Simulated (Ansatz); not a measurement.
# Mo (P-1) in Ansatz: convergence with k mesh

Aim: find how far k mesh must go before the results for Mo settle, at PBE. This setting moves, with any that are tied to it; all else stays.

Everything below comes from runs of Ansatz 0.2.0. Logs are shortened: lines on timing, memory, paths and dates and some standing lists are left out, and cuts for length are marked.

## 1. The structure

The typed cell holds 1 atom: a = 2.825 Å, b = 2.722 Å, c = 2.538 Å, α = 89.36°, β = 92.00°, γ = 122.00°.

This isn't the form of Mo at room conditions, which is bcc.

## 2. With k mesh 3 × 4 × 3

File input.yaml:

```yaml
crystal:
  lattice:
    - [2.8244807, -0.01805164, -0.0483609]
    - [-1.42787353, 2.31754618, 0.01455227]
    - [-0.04517286, -0.01038477, 2.53733083]
  atoms:
    - { symbol: Mo, position: [0.0, 0.0, 0.5] }
hamiltonian:
  xc: pbe
  pseudopotentials: { kind: paw }
kpoints:
  mp_grid: { grid: [3, 4, 3] }
scf:
  occupations: { method: gaussian, width: 0.05 }
output:
  forces: true
  stress: true
  eigenvalues: true
```

Potentials or basis: Ansatz PAW.

The run is started by

```
ansatz run input.yaml --threads 2 --pin off --max-ram 5632MiB --backend cpu --events-out ev --progress --plain --runs-dir out
```

What it wrote:

```text
Warning: RAYON_NUM_THREADS=2 ignored (pool sized by the plan → 2); use --threads N
Engine: ansatz 0.2.0, x86_64-unknown-linux-gnu
Pseudopotentials: kind: paw
Pseudopotential: Mo, paw, valence charge 14, recommended cutoff 420 eV (normal), Mo.paw.azcp
Functional definition: PBE
  parameter kappa = 0.804
  parameter beta = 0.06672455060314922
  exchange = pbe_x(kappa = kappa, mu = beta*pi^2/3)
  correlation = pbe_c(beta = beta)
Crystal: 1 atoms, lattice volume = 16.538 Å³
Basis set: ecut = 420 eV, 331 PW (Γ), exchange–correlation on 40×40×36 points (8 copies of the dense FFT grid, shifted against one another)
Bands: 11, of which v1, the nominal top of the filled ones, is band 7 counted from 1 (6 counted from 0)
Symmetry: 2 space group operations
Space group: P-1 (ITA 2), of the structure as read, at distance tolerance 2.5e-5 Å
k-points: 19 of 36
Non-local potential: Mo, projectors of the file, l = 0: 3, l = 1: 2, l = 2: 2, l = 3: 1
PAW form: soft (Blöchl's): semilocal exchange-correlation on the pseudo side does not see the compensation charge
PAW one-centre angular grid: Mo, 590 points (default); XC on 64 Gauss nodes
Initial density: superposition of atomic densities (neutral atoms: chi_scale 0, normalization atom), corrected by the library's trained network
Initial wavefunctions: pseudopotential atomic-orbital guess
Functional: x = pbe(κ = 0.804, μ = 0.2195149727645171), c = pbe(β = 0.06672455060314922)
SCF iter   1: F=—  HF=-4954.843722 eV  |F-HF|=—  |Δ(HF+E_count)|=         —  Δρ=2.71e-2  dr2=5.83e-2  ethr=1.77e-3  ⟨swp⟩=5.0  Hψ=1260  notcnv=0
preconditioner: auto → none  [insulator: Δε(μ)=0.073 eV  Ē_g=7.535 eV  σ=0.050 eV  W_gap=0.50  n_scr=6 (ndim 8)  ℏωp=22.4 eV  f_vac=0.000  D(μ)=3.15/eV (n_scr^D=64)  ε∞_Penn≈9.8]
SCF iter   2: F=—  HF=-4954.831809 eV  |F-HF|=—  |Δ(HF+E_count)|=   1.19e-2  Δρ=1.55e-2  dr2=1.16e-2  ethr=4.16e-4  ⟨swp⟩=2.0  Hψ=430  notcnv=0  defer=1
SCF iter   3: F=—  HF=-4954.830599 eV  |F-HF|=—  |Δ(HF+E_count)|=   1.21e-3  Δρ=4.37e-3  dr2=1.64e-3  ethr=8.30e-5  ⟨swp⟩=1.0  Hψ=208  notcnv=0  defer=1
SCF iter   4: F=—  HF=-4954.830286 eV  |F-HF|=—  |Δ(HF+E_count)|=   3.13e-4  Δρ=4.49e-4  dr2=1.70e-5  ethr=1.17e-5  ⟨swp⟩=1.1  Hψ=211  notcnv=0  defer=1
SCF iter   5: F=—  HF=-4954.830287 eV  |F-HF|=—  |Δ(HF+E_count)|=   8.90e-7  Δρ=1.04e-4  dr2=8.28e-7  ethr=1.22e-7  ⟨swp⟩=2.8  Hψ=332  notcnv=0  defer=1
SCF iter   6: F=-4954.830287 eV  HF=-4954.830287 eV  |F-HF|=4.00e-9  |Δ(HF+E_count)|=   7.33e-8  Δρ=3.44e-5  dr2=4.86e-8  ethr=7.14e-10  ⟨swp⟩=5.1  Hψ=984  notcnv=0
SCF 1 converged in 6 iterations: F = -4954.830287 eV  dr2 = 4.86e-8
SCF converged after 6 iterations
Free energy (F): -4954.830287 eV
Harris-Foulkes:  -4954.830287 eV  (|F-HF|=4.00e-9)
Internal energy: -4954.826125 eV  (E = F + TS)
E sigma→0 (E₀):  -4954.828206 eV
Entropy (-TS):   -0.004162 eV (-4.162 meV/atom)
Fermi energy:    20.025019 eV
--- Per-component energies (eV) ---
  E_band       = -71.454895
  E_kinetic    = 442.271556
  E_local      = -860.243781  (includes V_loc(G=0)·N_el)
  E_nonlocal   = 144.688325
  E_hartree    = 287.654135
  E_xc         = -183.181097
  E_vxc        = -228.609102  (∫ρ·V_xc dr)
  E_paw        = -3201.930567  (= ΣΔE_a)
  E_vpaw       = -144.869814  (= ΣTr[D̂ρ^β])
  E_aug_tail   = 0.000042  (compensation charges beyond the density's cutoff)
  E_ewald      = -1584.084739
  E_smearing   = -0.004162  (= −TS)
  E_closure    = -0.000000  (closes the sum)
  Σ components = -4954.830287   (vs F -4954.830287, Δ=0.00e0)
--- Forces (eV/Å), atoms counted from 1 ---
  atom   1  Mo     0.00000000     0.00000000     0.00000000
  max |Σ_I F_I| component: 0.00e0 eV/Å
--- Stress (GPa, compression-positive) ---
       10.236221      -1.291695      -1.901681
       -1.291701      14.805212      -0.890633
       -1.901678      -0.890632     -10.125550
  P = ⅓ Tr σ = 4.9720 GPa (49.720 kbar)
--- Band table (eV; the first three rows and the last of 19) ---
  k-point 0: bands = ["-41.4240", "-14.7651", "-14.6783", "-14.5698", "12.8795", "15.1824", "18.1672", "19.4309", "23.5900", "23.8537", "32.5987"]
  k-point 1: bands = ["-41.2302", "-16.0642", "-14.6342", "-14.4434", "15.1292", "18.7700", "18.8323", "20.0233", "20.8183", "21.1625", "29.6691"]
  k-point 2: bands = ["-41.2996", "-15.3216", "-14.9626", "-14.5957", "14.6862", "15.9600", "18.1554", "20.5096", "22.0343", "23.1754", "34.2223"]
  k-point 18: bands = ["-41.1104", "-15.9265", "-15.3375", "-14.6885", "15.7429", "17.0706", "19.6204", "20.1209", "21.9592", "22.9189", "31.5276"]
```

Wall time 0.4 s (2 threads of Intel Xeon Platinum 8259CL at 2.50GHz (Skylake/Cascade Lake), shared host); peak memory 0.32 GiB.

What came out:

* Free energy: -4954.8303 eV
* Pressure: 5.0 GPa
* Band gap on the k mesh: none (metal or under the smearing width)

## 3. With k mesh 4 × 4 × 4

Changes to input.yaml since step 2:

```diff
@@ -11,3 +11,3 @@
 kpoints:
-  mp_grid: { grid: [3, 4, 3] }
+  mp_grid: { grid: [4, 4, 4] }
 scf:
```

Potentials or basis: Ansatz PAW.

The run is started by

```
ansatz run input.yaml --threads 2 --pin off --max-ram 5632MiB --backend cpu --events-out ev --progress --plain --runs-dir out
```

Run time: 0.5 s. Hardware: 2 threads of Intel Xeon Platinum 8259CL at 2.50GHz (Skylake/Cascade Lake), shared host; peak memory 0.32 GiB.

Results:

* Free energy: -4954.7044 eV
* Pressure: 9.0 GPa
* Band gap on the k mesh: none (metal or under the smearing width)

## 4. With k mesh 5 × 5 × 5

Changes to input.yaml since step 3:

```diff
@@ -11,3 +11,3 @@
 kpoints:
-  mp_grid: { grid: [4, 4, 4] }
+  mp_grid: { grid: [5, 5, 5] }
 scf:
```

The run is started by

```
ansatz run input.yaml --threads 2 --pin off --max-ram 5632MiB --backend cpu --events-out ev --progress --plain --runs-dir out
```

It took 0.67 s on 2 threads of Intel Xeon Platinum 8259CL at 2.50GHz (Skylake/Cascade Lake), shared host; peak memory 0.33 GiB.

Results:

- Free energy: -4955.1917 eV
- Pressure: 6.4 GPa
- Band gap on the k mesh: none (metal or under the smearing width)

## 5. With k mesh 6 × 7 × 6

Changes to input.yaml since step 4:

```diff
@@ -11,3 +11,3 @@
 kpoints:
-  mp_grid: { grid: [5, 5, 5] }
+  mp_grid: { grid: [6, 7, 6] }
 scf:
```

The run is started by

```
ansatz run input.yaml --threads 2 --pin off --max-ram 5632MiB --backend cpu --events-out ev --progress --plain --runs-dir out
```

It took 1.2 s on 2 threads of Intel Xeon Platinum 8259CL at 2.50GHz (Skylake/Cascade Lake), shared host; peak memory 0.35 GiB.

Results:

```yaml
Free_energy: -4955.2374 eV
Pressure: 2.0 GPa
Band_gap_on_the_k_mesh: none (metal or under the smearing width)
```

## 6. With k mesh 8 × 8 × 8

Changes to input.yaml since step 5:

```diff
@@ -11,3 +11,3 @@
 kpoints:
-  mp_grid: { grid: [6, 7, 6] }
+  mp_grid: { grid: [8, 8, 8] }
 scf:
```

Potentials or basis: Ansatz PAW.

The run is started by

```
ansatz run input.yaml --threads 2 --pin off --max-ram 5632MiB --backend cpu --events-out ev --progress --plain --runs-dir out
```

It took 1.7 s on 2 threads of Intel Xeon Platinum 8259CL at 2.50GHz (Skylake/Cascade Lake), shared host; peak memory 0.38 GiB.

The run converged. Its results:

| Property | Result |
| --- | --- |
| Free energy | -4955.0990 eV |
| Pressure | 3.6 GPa |
| Band gap on the k mesh | none (metal or under the smearing width) |

## 7. With k mesh 10 × 10 × 9

Changes to input.yaml since step 6:

```diff
@@ -11,3 +11,3 @@
 kpoints:
-  mp_grid: { grid: [8, 8, 8] }
+  mp_grid: { grid: [10, 10, 9] }
 scf:
```

The run is started by

```
ansatz run input.yaml --threads 2 --pin off --max-ram 5632MiB --backend cpu --events-out ev --progress --plain --runs-dir out
```

Run time: 2.9 s. Hardware: 2 threads of Intel Xeon Platinum 8259CL at 2.50GHz (Skylake/Cascade Lake), shared host; peak memory 0.42 GiB.

It converged, with:

- Free energy: -4955.1586 eV
- Pressure: 4.3 GPa
- Band gap on the k mesh: none (metal or under the smearing width)

## 8. With k mesh 12 × 13 × 12

Changes to input.yaml since step 7:

```diff
@@ -11,3 +11,3 @@
 kpoints:
-  mp_grid: { grid: [10, 10, 9] }
+  mp_grid: { grid: [12, 13, 12] }
 scf:
```

The run is started by

```
ansatz run input.yaml --threads 2 --pin off --max-ram 5632MiB --backend cpu --events-out ev --progress --plain --runs-dir out
```

It took 6.1 s on 2 threads of Intel Xeon Platinum 8259CL at 2.50GHz (Skylake/Cascade Lake), shared host; peak memory 0.5 GiB.

It converged, with:

```
Free energy            : -4955.1417 eV
Pressure               : 3.4 GPa
Band gap on the k mesh : none (metal or under the smearing width)
```

## 9. With k mesh 15 × 16 × 14

Changes to input.yaml since step 8:

```diff
@@ -11,3 +11,3 @@
 kpoints:
-  mp_grid: { grid: [12, 13, 12] }
+  mp_grid: { grid: [15, 16, 14] }
 scf:
```

Potentials or basis: Ansatz PAW.

The run is started by

```
ansatz run input.yaml --threads 2 --pin off --max-ram 5632MiB --backend cpu --events-out ev --progress --plain --runs-dir out
```

Wall time 9.4 s (2 threads of Intel Xeon Platinum 8259CL at 2.50GHz (Skylake/Cascade Lake), shared host); peak memory 0.64 GiB.

It converged, with:

```
Free energy            : -4955.1595 eV
Pressure               : 3.5 GPa
Band gap on the k mesh : none (metal or under the smearing width)
```

## 10. With k mesh 18 × 19 × 17

Changes to input.yaml since step 9:

```diff
@@ -11,3 +11,3 @@
 kpoints:
-  mp_grid: { grid: [15, 16, 14] }
+  mp_grid: { grid: [18, 19, 17] }
 scf:
```

The run is started by

```
ansatz run input.yaml --threads 2 --pin off --max-ram 5632MiB --backend cpu --events-out ev --progress --plain --runs-dir out
```

Wall time 20 s (2 threads of Intel Xeon Platinum 8259CL at 2.50GHz (Skylake/Cascade Lake), shared host); peak memory 0.86 GiB.

Results (log left out):

```
Free energy            : -4955.1526 eV
Pressure               : 3.9 GPa
Band gap on the k mesh : none (metal or under the smearing width)
```

## 11. Summary

| k mesh | energy less the tightest run, at zero smearing (meV/atom) | pressure (GPa) | SCF cycles | CPU time (s) | peak memory (GiB) |
| --- | --- | --- | --- | --- | --- |
| 3 × 4 × 3 | 323.89 | 4.97 | 6 | 0.61 | 0.32 |
| 4 × 4 × 4 | 449.98 | 8.98 | 6 | 0.8 | 0.32 |
| 5 × 5 × 5 | -39.21 | 6.37 | 6 | 1.1 | 0.33 |
| 6 × 7 × 6 | -85.13 | 1.95 | 6 | 2.1 | 0.35 |
| 8 × 8 × 8 | 54.13 | 3.55 | 6 | 3.1 | 0.38 |
| 10 × 10 × 9 | -5.92 | 4.35 | 6 | 5.4 | 0.42 |
| 12 × 13 × 12 | 11.16 | 3.45 | 6 | 12 | 0.5 |
| 15 × 16 × 14 | -6.85 | 3.47 | 6 | 18 | 0.64 |
| 18 × 19 × 17 | 0.00 | 3.86 | 6 | 38 | 0.86 |

Not settled before the last step: the energy (to 1 meV/atom), the pressure (to 0.1 GPa). Meshes of other sizes hit other points, so gaps and Fermi surfaces needn't settle smoothly. The tightest run that finished is the yardstick and may itself not be fully converged.
